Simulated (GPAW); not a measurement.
# FeO (Wuestite) (Fm-3m) in GPAW: a series of runs

Aim: see how the results for FeO (Wuestite) move with the level of theory and the settings. Levels: PBE, LDA, PBEsol+D3(BJ). Tasks: single point, relaxation of cell and atoms.

All numbers are computed with GPAW 26.7.0; they aren't measurements. Logs are shortened: lines on timing, memory, paths and dates and some standing lists are left out, and cuts for length are marked. The log counts tension as positive stress, the text compression.

### Step 1. Starting point

The structure is cubic, space group Fm-3m (No. 225). The conventional cell has a = 4.311 Å, b = 4.311 Å, c = 4.311 Å, α = 90.00°, β = 90.00°, γ = 90.00°. Fe (site symmetry m-3m) is surrounded by 6 O at 2.16 Å. O (site symmetry m-3m) has 6 Fe at 2.16 Å as nearest neighbours.

### Step 2. Single point, PBE, collinear spin, ferromagnetic start

The input, run.py:

```python
from ase.dft.bandgap import bandgap
from ase.io import read, write
from ase.units import Bohr, GPa
from gpaw import GPAW, PW
from gpaw.elf import elf_from_dft_calculation

atoms = read('POSCAR')
atoms.set_initial_magnetic_moments([3.0, 0.0])

calc = GPAW(mode=PW(800),
            xc='PBE',
            kpts={'size': (11, 11, 11), 'gamma': True},
            occupations={'name': 'methfessel-paxton', 'order': 0, 'width': 0.011},
            nbands=17,
            convergence={'density': 1e-05, 'energy': 1e-05},
            maxiter=150,
            txt='gpaw.txt')
atoms.calc = calc
energy = atoms.get_potential_energy()
forces = atoms.get_forces()
stress = atoms.get_stress()
calc.write('gs.gpw')
write('result.traj', atoms)
print(f'Energy: {energy:.6f} eV')
print('Forces (eV/A):')
print(forces.round(4))
print('Stress (GPa):', (stress / GPa).round(3))
print('Moments:', calc.get_magnetic_moments().round(3))
print('Fermi level:', round(calc.get_fermi_level(), 4), 'eV')
print(f'Gap: {bandgap(calc)[0]:.4f} eV, direct: {bandgap(calc, direct=True)[0]:.4f} eV')

# fields on the real-space grid
write('density.cube', atoms, data=calc.get_pseudo_density() * Bohr**3)
write('potential.cube', atoms, data=calc.get_electrostatic_potential())
write('spin.cube', atoms, data=(calc.get_pseudo_density(spin=0) - calc.get_pseudo_density(spin=1)) * Bohr**3)
write('elf.cube', atoms, data=elf_from_dft_calculation(calc).data)
```

The input, POSCAR:

```
FeO
1.0
    0.0000000000      2.1554000000      2.1554000000
    2.1554000000      0.0000000000      2.1554000000
    2.1554000000      2.1554000000      0.0000000000
Fe O
1 1
Direct
    0.0000000000      0.0000000000      0.0000000000
    0.5000000000      0.5000000000      0.5000000000
```

Potentials or basis: GPAW PAW data sets (gpaw-data 1.2.1), pw.

On the command line:

```
OMP_NUM_THREADS=1 python run.py
```

gpaw.txt:

```text
__  _  _
 | _ |_)|_||  |
 |__||  | ||/\| - 26.7.0

Input parameters:
  mode=PW(ecut=800.0),
  convergence={'density': 1e-05, 'energy': 1e-05},
  kpts=MonkhorstPack(size=(11, 11, 11), gamma=True),
  maxiter=150,
  nbands=17,
  occupations=Occupations(name='methfessel-paxton', order=0, width=0.011),
  xc=XC(name='PBE')

Diagonalizing LCAO Hamiltonian
Converting LCAO to pw mode

              O

       Fe

Atoms  # Å, Bohr magnetons
|   | symbol |        x |        y |        z |    initial magnetic moments |
|---|--------|----------|----------|----------|-----------------------------|
| 0 |     Fe | 0.000000 | 0.000000 | 0.000000 | ( 0.0000,  0.0000,  3.0000) |
| 1 |      O | 2.155400 | 2.155400 | 2.155400 | ( 0.0000,  0.0000,  0.0000) |

Unit cell  # Å
| periodic |        x |        y |        z |  lengths |    angles |
|----------|----------|----------|----------|----------|-----------|
|      yes | 0.000000 | 2.155400 | 2.155400 | 3.048196 | 60.000000 |
|      yes | 2.155400 | 0.000000 | 2.155400 | 3.048196 | 60.000000 |
|      yes | 2.155400 | 2.155400 | 0.000000 | 3.048196 | 60.000000 |

Number of symmetries: 48
Symmetry operations  # r_c * U_cc + t_c -> r_c
|    | kind |            matrix            |
|----|------|------------------------------|
|  0 |  σ   |  1, 0, 0,  1, 0,-1,  1,-1, 0 |
|  1 |  C2  |  1, 0, 0,  1,-1, 0,  1, 0,-1 |
|  2 |  E   |  1, 0, 0,  0, 1, 0,  0, 0, 1 |
|  3 |  σ   |  1, 0, 0,  0, 0, 1,  0, 1, 0 |
|  4 |  C4  |  1, 0,-1,  1, 0, 0,  1,-1, 0 |
|  5 |  S6  |  1, 0,-1,  1,-1, 0,  1, 0, 0 |
|  6 |  σ   |  1, 0,-1,  0, 1,-1,  0, 0,-1 |
|  7 |  C3  |  1, 0,-1,  0, 0,-1,  0, 1,-1 |
|  8 |  S6  |  1,-1, 0,  1, 0, 0,  1, 0,-1 |
|  9 |  C4  |  1,-1, 0,  1, 0,-1,  1, 0, 0 |
| 10 |  C3  |  1,-1, 0,  0,-1, 1,  0,-1, 0 |
| 11 |  σ   |  1,-1, 0,  0,-1, 0,  0,-1, 1 |
| 12 |  σ   |  0, 1, 0,  1, 0, 0,  0, 0, 1 |
| 13 |  C4  |  0, 1, 0,  0, 1,-1, -1, 1, 0 |
| 14 |  C3  |  0, 1, 0,  0, 0, 1,  1, 0, 0 |
| 15 |  S6  |  0, 1, 0, -1, 1, 0,  0, 1,-1 |
| 16 |  C2  |  0, 1,-1,  1, 0,-1,  0, 0,-1 |
| 17 |  σ   |  0, 1,-1,  0, 1, 0, -1, 1, 0 |
| 18 |  S4  |  0, 1,-1,  0, 0,-1,  1, 0,-1 |
| 19 |  C4  |  0, 1,-1, -1, 1, 0,  0, 1, 0 |
| 20 |  C3  |  0, 0, 1,  1, 0, 0,  0, 1, 0 |
| 21 |  σ   |  0, 0, 1,  0, 1, 0,  1, 0, 0 |
| 22 |  S6  |  0, 0, 1,  0,-1, 1, -1, 0, 1 |
| 23 |  C4  |  0, 0, 1, -1, 0, 1,  0,-1, 1 |
| 24 |  S4  |  0, 0,-1,  1, 0,-1,  0, 1,-1 |
| 25 |  C3  |  0, 0,-1,  0, 1,-1,  1, 0,-1 |
| 26 |  C2  |  0, 0,-1,  0,-1, 0, -1, 0, 0 |
| 27 |  S6  |  0, 0,-1, -1, 0, 0,  0,-1, 0 |
| 28 |  S4  |  0,-1, 1,  1,-1, 0,  0,-1, 0 |
| 29 |  C4  |  0,-1, 1,  0, 0, 1, -1, 0, 1 |
| 30 |  C2  |  0,-1, 1,  0,-1, 0,  1,-1, 0 |
| 31 |  σ   |  0,-1, 1, -1, 0, 1,  0, 0, 1 |
| 32 |  C3  |  0,-1, 0,  1,-1, 0,  0,-1, 1 |
| 33 |  S6  |  0,-1, 0,  0, 0,-1, -1, 0, 0 |
| 34 |  S4  |  0,-1, 0,  0,-1, 1,  1,-1, 0 |
| 35 |  C2  |  0,-1, 0, -1, 0, 0,  0, 0,-1 |
| 36 |  C2  | -1, 1, 0,  0, 1, 0,  0, 1,-1 |
| 37 |  S6  | -1, 1, 0,  0, 1,-1,  0, 1, 0 |
| 38 |  S4  | -1, 1, 0, -1, 0, 1, -1, 0, 0 |
| 39 |  C3  | -1, 1, 0, -1, 0, 0, -1, 0, 1 |
| 40 |  S6  | -1, 0, 1,  0, 0, 1,  0,-1, 1 |
| 41 |  C2  | -1, 0, 1,  0,-1, 1,  0, 0, 1 |
| 42 |  C3  | -1, 0, 1, -1, 1, 0, -1, 0, 0 |
| 43 |  S4  | -1, 0, 1, -1, 0, 0, -1, 1, 0 |
| 44 |  C2  | -1, 0, 0,  0, 0,-1,  0,-1, 0 |
| 45 |  i   | -1, 0, 0,  0,-1, 0,  0, 0,-1 |
| 46 |  σ   | -1, 0, 0, -1, 1, 0, -1, 0, 1 |
| 47 |  C2  | -1, 0, 0, -1, 0, 1, -1, 1, 0 |

BZ-sampling:
  Number of BZ points: 1331
  Number of IBZ points: 56

  Monkhorst-Pack size: [11, 11, 11]
  Monkhorst-Pack shift: [0, 0, 0]

K-points  # in reciprocal-cell coordinates
|     |                                coordinates |     weight |
|-----|--------------------------------------------|------------|
|   0 | (  0.00000000,   0.00000000,   0.00000000) | 0.00075131 |
|   1 | (  0.09090909,   0.09090909,   0.00000000) | 0.00450789 |
|   2 | (  0.09090909,   0.09090909,   0.09090909) | 0.00601052 |
|   3 | (  0.18181818,   0.09090909,   0.09090909) | 0.00901578 |
|   4 | (  0.18181818,   0.18181818,   0.00000000) | 0.00450789 |
|   5 | (  0.18181818,   0.18181818,   0.09090909) | 0.01803156 |
|   6 | (  0.18181818,   0.18181818,   0.18181818) | 0.00601052 |
|   7 | (  0.27272727,   0.18181818,   0.09090909) | 0.01803156 |
|   8 | (  0.27272727,   0.18181818,   0.18181818) | 0.01803156 |
|   9 | (  0.27272727,   0.27272727,   0.00000000) | 0.00450789 |
| ... |                                            |            |
|  55 | (  0.45454545,   0.45454545,   0.45454545) | 0.00601052 |

Plane wave coefficients: 1039
Cutoff: 800.0 eV

Spin-components: 2 (collinear spins)
Bands:           17
Projectors:      11
Spin-degeneracy: 1
Datatype:        complex128

Parallelization:
  kpt:    1
  domain: 1
  band:   1

Density:
  Valence electrons: 14.0
  Components: 2
  Grid points: [20 20 20]
  Charge: 0.0  # |e|

Potential:
  Grid points: [20 20 20]

species:
  Fe:
    name:    Iron
    Z:       26.0
    valence: 8
    core:    18
    charge:  0.0  # [|e|]
    compensation charges:
      type: gauss
      rc: 0.33  # [Å]
      lmax: 2
    cutoffs:
      filter: 2.06  # [Å]
      core: 2.67  # [Å]
    projectors
    | kind |    occ | energy [eV] | rcut [Å] |
    |------|--------|-------------|----------|
    |   4s |  2.000 |      -5.291 |    1.164 |
    |   4p |  0.000 |      -1.326 |    1.058 |
    |   3d |  6.000 |      -7.505 |    1.058 |
    |    s |        |      21.920 |    1.164 |
    |    p |        |      25.885 |    1.058 |
    |    d |        |      19.706 |    1.058 |

    Using partial waves for Fe as LCAO basis

  O:
    name:    Oxygen
    Z:       8.0
    valence: 6
    core:    2
    charge:  0.0  # [|e|]
    compensation charges:
      type: gauss
      rc: 0.21  # [Å]
      lmax: 2
    cutoffs:
      filter: 1.17  # [Å]
      core: 0.83  # [Å]
    projectors
    | kind |    occ | energy [eV] | rcut [Å] |
    |------|--------|-------------|----------|
    |   2s |  2.000 |     -23.961 |    0.688 |
    |   2p |  4.000 |      -9.029 |    0.598 |
    |    s |        |       3.251 |    0.688 |
    |    p |        |      18.182 |    0.598 |
    |    d |        |       0.000 |    0.619 |

    Using partial waves for O as LCAO basis

Reference energy: -36660.306901  # eV

eigensolver:
  PPCG
  Converge bands: occupied
  niter=2

density mixing:
  MSR1-Mixer
  Pratt-step length: 0.05
  Maximum mixing coefficient: 0.75
  Old densities: 10
  SVD Regularization: 0.005
  Good broyden scale: 1.0
  Trust region scale: 1.0
  Backstep threshold: 4.0
  History deletion threshold: 6.0
  Fourier metric: weight=20.0, sigma=0.015

occupation numbers:
  Methfessel-Paxton:
    width: 0.0110  # eV
    order: 0

poisson solver:
  ecut: 6400.0  # eV

xc functional:
  name: PBE with 2 nearest neighbor stencil

convergence criteria:
- Maximum integral of absolute [dens]ity change: 1e-05 electrons / valence electron
- Maximum [total energy] change in last 3 cyles: 1e-05 eV / valence electron
- Maximum integral of absolute [eigenst]ate change: 4e-08 eV^2 / valence electron
maximum number of iterations: 150

SCF iterations
|iter     | |      energy | eigst |  dens |  magmom |
|---------|-|-------------|-------|-------|---------|
|iter:   1| |  -16.393645 | -0.08 |       |  +3.0024|
|iter:   2| |  -16.173421 | -2.01 | -0.73 |  +3.0524|
|iter:   3| |  -15.861678 | -1.74 | -0.76 |  +3.5920|
|iter:   4| |  -15.908324 | -2.59 | -1.25 |  +3.8657|
|iter:   5| |  -15.920302 | -3.50 | -1.66 |  +3.9956|
|iter:   6| |  -15.918644 | -3.96 | -2.17 |  +4.0079|
|iter:   7| |  -15.918866 | -4.90 | -2.60 |  +4.0041|
|iter:   8| |  -15.918906 | -5.61 | -3.06 |  +4.0018|
|iter:   9| |  -15.918907c| -7.03 | -3.68 |  +4.0013|
|iter:  10| |  -15.918907c| -7.89c| -4.57 |  +4.0014|
|iter:  11| |  -15.918907c| -8.53c| -5.01c|  +4.0015|

Converged in 11 steps
Energy contributions relative to reference atoms: (reference = -36660.306901)

Energy contributions:
  Kinetic:          28.008941
  Coulomb:         -24.725807
  Zero:              0.249776
  External:          0.000000
  Xc:              -19.451730
  Entropy:          -0.000174
  Spinorbit:         0.000000
  ----------------------------
  Free energy:     -15.918994
  Extrapolated:    -15.918907

dipole moment: (-10.344718, -10.344718, -10.344718)  # |e|*Ang

Total magnetic moment: (0.000000, 0.000000, 4.001505)

Local magnetic moments
|        x |        y |        z |
|----------|----------|----------|
| 0.000000 | 0.000000 | 3.547632 |  # Fe   0
| 0.000000 | 0.000000 | 0.235995 |  # O    1

Fermi level: 9.291
Eigenvalues  # (at kpt = [0.000, 0.000, 0.000])
| band index |      eig [eV] | occ [0-1] |      eig [eV] | occ [0-1] |
|------------|---------------|-----------|---------------|-----------|
|          0 |       -11.546 |     1.000 |       -11.030 |     1.000 |
|          1 |         5.359 |     1.000 |         5.898 |     1.000 |
|          2 |         5.359 |     1.000 |         5.898 |     1.000 |
|          3 |         5.359 |     1.000 |         5.898 |     1.000 |
|          4 |         5.403 |     1.000 |         8.547 |     1.000 |
|          5 |         5.403 |     1.000 |         8.547 |     1.000 |
[... 9 lines left out ...]
|         15 |        29.655 |     0.000 |        31.354 |     0.000 |
|         16 |        29.655 |     0.000 |        31.354 |     0.000 |

No gap
No difference between direct/indirect transitions

Forces  # eV/Ang
|        x |       y |        z |
|----------|---------|----------|
| -0.00000 | 0.00000 | -0.00000 |  # Fe   0
|  0.00000 | 0.00000 | -0.00000 |  # O    1

Stress tensor  # eV/Ang^3
|         x |         y |         z |
|-----------|-----------|-----------|
| -0.004710 |  0.000000 |  0.000000 |
|  0.000000 | -0.004710 |  0.000000 |
|  0.000000 |  0.000000 | -0.004710 |

# Writing to gs.gpw (mode='')
```

It took 34 s on 1 thread of Arm Neoverse V1, shared host; peak memory 0.18 GiB.

Results:

```yaml
Free_energy: -15.9190 eV
Pressure: 0.8 GPa
Band_gap_on_the_k_mesh: none (metal or under the smearing width)
Net_moment: 4.00 μB per cell
Site_moments: Fe +3.55; O +0.24 μB
```

Caveat: a cell with one magnetic atom can't hold antiferromagnetic order, which such compounds often take; semilocal functionals often make such compounds metallic where correlation or magnetic order opens a gap, which also shifts bond lengths.

(Part 1 of 2 ends here.)
